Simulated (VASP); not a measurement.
# Sc (P-1) in VASP: notebook

Runs on Sc. Level: PBEsol. Tasks: single point.

Program: VASP 6.6.1. These are calculated values, not measurements. Logs are shortened: lines on timing, memory, paths and dates and some standing lists are left out, and cuts for length are marked.

## (1) The structure

The typed cell holds 1 atom: a = 3.202 Å, b = 3.216 Å, c = 3.226 Å, α = 61.44°, β = 61.31°, γ = 62.16°.

This isn't the form of Sc at room conditions, which is hcp.

## (2) Single point, PBEsol

INCAR

```
SYSTEM = Sc
  PREC = Accurate
  ENCUT = 900
  EDIFF = 1E-6
  ISMEAR = 1
  SIGMA = 0.2
  LREAL = .FALSE.
  LASPH = .TRUE.
  NELM = 100
  ALGO = Normal
  ISIF = 2
  LWAVE = .FALSE.
  LCHARG = .FALSE.
  GGA = PS
  ADDGRID = .FALSE.
```

KPOINTS

```
regular mesh
0
G
  6 6 6
  0 0 0
```

POSCAR

```
Sc
1.0
    3.2019616822      0.0000000000      0.0000000000
    1.5021078373      2.8441406042      0.0000000000
    1.5489936237      0.9264468030      2.6741812389
Sc
1
Direct
    0.0000000000      0.0000000000      0.0000000000
```

Potentials or basis: VASP PAW PBE potentials, release 64 (Sc_sv).

Started as:

```sh
$ cat potpaw_PBE.64/Sc_sv/POTCAR > POTCAR
$ mpirun -np 1 vasp_std > vasp.out
```

OUTCAR:

```text
SYSTEM = Sc
   PREC = Accurate
   ENCUT = 900
   EDIFF = 1E-6
   ISMEAR = 1
   LREAL = .FALSE.
   LASPH = .TRUE.
   NELM = 100
   ISIF = 2
   GGA = PS

 Found    112 irreducible k-points:

 Following reciprocal coordinates:
            Coordinates               Weight
  0.000000  0.000000  0.000000      1.000000
  0.166667  0.000000 -0.000000      2.000000
  0.333333  0.000000  0.000000      2.000000
  0.500000  0.000000  0.000000      1.000000
  0.000000  0.166667 -0.000000      2.000000
  0.166667  0.166667 -0.000000      2.000000
   k-points           NKPTS =    112   k-points in BZ     NKDIM =    112   number of bands    NBANDS=      9
   number of dos      NEDOS =    301   number of ions     NIONS =      1
   total plane-waves  NPLWV =  32768
   dimension x,y,z NGX =    32 NGY =   32 NGZ =   32
   dimension x,y,z NGXF=    64 NGYF=   64 NGZF=   64
   ions per type =               1
   NGX,Y,Z   is equivalent  to a cutoff of  16.61, 16.54, 16.49 a.u.
   NGXF,Y,Z  is equivalent  to a cutoff of  33.23, 33.08, 32.98 a.u.
 SYSTEM =  Sc
   PREC   = accura    normal or accurate (medium, high low for compatibility)
   ISTART =      0    job   : 0-new  1-cont  2-samecut
   ICHARG =      2    charge: 1-file 2-atom 10-const
   ISPIN  =      1    spin polarized calculation?
   LNONCOLLINEAR =      F non collinear calculations
   LSORBIT =      F    spin-orbit coupling
   LASPH  =      T    aspherical Exc in radial PAW
   ENCUT  =  900.0 eV  66.15 Ry    8.13 a.u.   7.83  7.87  7.89*2*pi/ulx,y,z
   NELM   =    100;   NELMIN=  2; NELMDL= -5     # of ELM steps
   EDIFF  = 0.1E-05   stopping-criterion for ELM
   LREAL  =      F    real-space projection
   EDIFFG = 0.1E-04   stopping-criterion for IOM
   NSW    =      0    number of steps for IOM
   IBRION =     -1    ionic relax: 0-MD 1-quasi-New 2-CG
   NFREE  =      0    steps in history (QN), initial steepest desc. (CG)
   ISIF   =      2    stress and relaxation
   ISYM   =      2    0-nonsym 1-usesym 2-fastsym
   POTIM  = 0.5000    time-step for ionic-motion
   TEBEG  =    0.0;   TEEND  =   0.0 temperature during run
   PSTRESS=    0.0 pullay stress
   NELECT =      11.0000    total number of electrons
   NUPDOWN=      -1.0000    fix difference up-down
   EMIN   =  10.00;   EMAX   =-10.00  energy-range for DOS
   EFERMI =   0.00;   METHOD = LEGACY
   ISMEAR =     1;   SIGMA  =   0.20  broadening in eV -4-tet -1-fermi 0-gaus
   EFERMI_NEDOS =   21; number of points for ismear=-14 and -15
   IALGO  =     38    algorithm
   IMIX   =      4    mixing-type and parameters
     AMIX     =   0.40;   BMIX     =  1.00
     AMIX_MAG =   1.60;   BMIX_MAG =  1.00
  volume/ion in A,a.u.               =      24.35       164.34
  Fermi-wavevector in a.u.,A,eV,Ry     =   1.256087  2.373660 21.466653  1.577755
  Thomas-Fermi vector in A             =   2.389812
   LORBIT       =      0    0 simple, 1 ext, 2 COOP (PROOUT), +10 PAW based schemes
   GGA     = PS    functional components
   LHFCALC =     F    Hartree Fock is set to
   AEXX    =    0.0000 exact exchange contribution
   IVDW    =     0    specifies the selected vdW correction
   LEPSILON=     F    determine dielectric tensor
   LRPA    =     F    only Hartree local field effects (RPA)
 non-spin polarized calculation
 Methfessel and Paxton  Order N= 1 SIGMA  =   0.20
  energy-cutoff  :      900.00
  volume of cell :       24.35
 maximum number of plane-waves:      1505
   NGX = 15   NGY = 15   NGZ = 15

 number of electron      11.0000000 magnetization

 Free energy of the ion-electron system (eV)
  ---------------------------------------------------
  ext. energy  EPLUGINS =         0.00000000
  ---------------------------------------------------
  free energy    TOTEN  =        -6.55996148 eV

  energy without entropy =       -6.56197675  energy(sigma->0) =       -6.56063324

 E-fermi :   3.6823     XC(G=0): -10.0374

 val. band max:        3.6045285302   @ k =  -0.3333   0.1667   0.1667
 cond. band min:       3.7018509026   @ k =   0.5000   0.3333   0.1667
 fundamental gap:      0.0973223724
 Fermi energy:         3.6823491889

 k-point     1 :       0.0000    0.0000    0.0000
  band No.  band energies     occupation
      1     -45.4988      2.00000
      2     -24.0001      2.00000
      3     -23.9973      2.00000
      4     -23.9815      2.00000
      5      -1.5157      2.00000
      6       5.1320     -0.00000
      7       5.2132     -0.00000
      8       5.5060     -0.00000
      9       6.6536     -0.00000

 k-point     2 :       0.1667    0.0000   -0.0000
  band No.  band energies     occupation
      1     -45.4833      2.00000
      2     -24.1012      2.00000
      3     -24.0105      2.00000
      4     -23.9991      2.00000
      5      -0.8342      2.00000
      6       4.7804     -0.00000
      7       5.3410     -0.00000
      8       5.6467     -0.00000
      9       6.5854     -0.00000

 k-point     3 :       0.3333    0.0000    0.0000
  band No.  band energies     occupation
      1     -45.4522      2.00000
      2     -24.3082      2.00000
      3     -24.0326      2.00000
      4     -24.0279      2.00000
      5       0.8249      2.00000
      6       4.0914     -0.01378
      7       5.2245     -0.00000
      8       5.5263     -0.00000
      9       7.0488     -0.00000

 k-point     4 :       0.5000    0.0000    0.0000
  band No.  band energies     occupation
      1     -45.4366      2.00000
      2     -24.4093      2.00000
      3     -24.0460      2.00000
      4     -24.0397      2.00000
      5       1.8911      2.00000
      6       3.9087     -0.06790
      7       5.0431     -0.00000
      8       5.3507     -0.00000
      9       7.4946     -0.00000

 k-point     5 :       0.0000    0.1667   -0.0000
  band No.  band energies     occupation
      1     -45.4839      2.00000
      2     -24.1021      2.00000
      3     -24.0079      2.00000
      4     -23.9971      2.00000
      5      -0.8427      2.00000
      6       4.7465     -0.00000
      7       5.3548     -0.00000
      8       5.6460     -0.00000
      9       6.6005     -0.00000

 k-point     6 :       0.1667    0.1667   -0.0000
  band No.  band energies     occupation
      1     -45.4769      2.00000
      2     -24.0990      2.00000
      3     -24.0396      2.00000
      4     -24.0236      2.00000
      5      -0.5857      2.00000
      6       4.6265     -0.00000
      7       5.5663     -0.00000
      8       5.7697     -0.00000
      9       6.0760     -0.00000

 [... further k-points ...]

------------------------ aborting loop because EDIFF is reached ----------------------------------------

  FORCE on cell =-STRESS in cart. coord.  units (eV):
  Direction    XX          YY          ZZ          XY          YZ          ZX
  --------------------------------------------------------------------------------------
  -------------------------------------------------------------------------------------
  Total       -0.0860722     -0.3272172     -0.3101305      0.1520974      0.0690556      0.0804255
  in kB       -5.6625926    -21.5272592    -20.4031393     10.0063188      4.5430898      5.2911047
  external PRESSURE =     -15.8643304 kB  Pullay stress =       0.0000000 kB

 VOLUME and BASIS-vectors are now :
 -----------------------------------------------------------------------------
  energy-cutoff  :      900.00
  volume of cell :       24.35
      direct lattice vectors                 reciprocal lattice vectors
     3.201961682  0.000000000  0.000000000     0.312308547 -0.164943011 -0.123758636
     1.502107837  2.844140604  0.000000000     0.000000000  0.351600058 -0.121808778
     1.548993624  0.926446803  2.674181239     0.000000000  0.000000000  0.373946233

 POSITION                                       TOTAL-FORCE (eV/Angst)
 -----------------------------------------------------------------------------------
      0.00000      0.00000      0.00000        -0.000000      0.000000      0.000000
 -----------------------------------------------------------------------------------
    total drift:                                0.000000      0.000000      0.000000

  FREE ENERGIE OF THE ION-ELECTRON SYSTEM (eV)
  ---------------------------------------------------
  free  energy   TOTEN  =        -6.5599614809 eV

  energy  without entropy=       -6.5619767519  energy(sigma->0) =       -6.56063324
```

Run time: 16 s. Hardware: 1 thread of Intel Xeon 6975P-C (Granite Rapids), shared host; peak memory 0.21 GiB.

The run converged, but some of its settings lie outside the range that counts as converged, so its numbers aren't taken as properties of the crystal.

Results:

* Free energy: -6.5600 eV
* Pressure: -1.6 GPa
* Band gap on the k mesh: none (metal or under the smearing width)

Caveat: the k mesh is coarse (spacing up to 0.39 Å⁻¹), so the values aren't converged; the PAW data sets were made with another functional, which shifts forces and pressure a little.

## (3) Single point, PBEsol

INCAR, as its differences from that of step 2:

```diff
@@ -2,3 +2,3 @@
   PREC = Accurate
-  ENCUT = 900
+  ENCUT = 350
   EDIFF = 1E-6
```

KPOINTS

```
regular mesh
0
G
  10 10 10
  0 0 0
```

POSCAR is that of step 2.

Potentials or basis: VASP PAW PBE potentials, release 64 (Sc_sv).

Started as:

```sh
$ cat potpaw_PBE.64/Sc_sv/POTCAR > POTCAR
$ mpirun -np 1 vasp_std > vasp.out
```

It took 23 s on 1 thread of Intel Xeon 6975P-C (Granite Rapids), shared host; peak memory 0.18 GiB.

The run converged, but some of its settings lie outside the range that counts as converged, so its numbers aren't taken as properties of the crystal.

Results:

```yaml
Free_energy: -6.5488 eV
Pressure: -1.9 GPa
Band_gap_on_the_k_mesh: none (metal or under the smearing width)
```

Caveat: the PAW data sets were made with another functional, which shifts forces and pressure a little.

## (4) Single point, PBEsol

INCAR, as its differences from that of step 3:

```diff
@@ -2,3 +2,3 @@
   PREC = Accurate
-  ENCUT = 350
+  ENCUT = 400
   EDIFF = 1E-6
```

KPOINTS is that of step 3.

POSCAR is that of step 3.

Started as:

```sh
$ cat potpaw_PBE.64/Sc_sv/POTCAR > POTCAR
$ mpirun -np 1 vasp_std > vasp.out
```

Wall time 26 s (1 thread of Intel Xeon 6975P-C (Granite Rapids), shared host); peak memory 0.2 GiB.

The run converged, but some of its settings lie outside the range that counts as converged, so its numbers aren't taken as properties of the crystal.

Results:

```
Free energy            : -6.5489 eV
Pressure               : -1.7 GPa
Band gap on the k mesh : none (metal or under the smearing width)
```

Caveat: the PAW data sets were made with another functional, which shifts forces and pressure a little.

## (5) Single point, PBEsol

INCAR, as its differences from that of step 4:

```diff
@@ -5,3 +5,3 @@
   ISMEAR = 1
-  SIGMA = 0.2
+  SIGMA = 0.4
   LREAL = .FALSE.
```

KPOINTS is that of step 4.

POSCAR is that of step 4.

Started as:

```sh
$ cat potpaw_PBE.64/Sc_sv/POTCAR > POTCAR
$ mpirun -np 1 vasp_std > vasp.out
```

It took 29 s on 1 thread of Intel Xeon 6975P-C (Granite Rapids), shared host; peak memory 0.2 GiB.

The run converged, but some of its settings lie outside the range that counts as converged, so its numbers aren't taken as properties of the crystal.

Results:

```yaml
Free_energy: -6.5520 eV
Pressure: -1.6 GPa
Band_gap_on_the_k_mesh: none (metal or under the smearing width)
```

Caveat: the PAW data sets were made with another functional, which shifts forces and pressure a little.

## (6) For comparison

An earlier run on the cell as given: functional PBE; potentials or basis VASP PAW PBE potentials, release 64 (Sc_sv); cutoff 520 eV; k mesh 10 × 10 × 10; occupations fermi-dirac, width 0.05 eV; no spin polarisation.

- Pressure: 0.8 GPa
- Band gap on the k mesh: none (metal or under the smearing width)
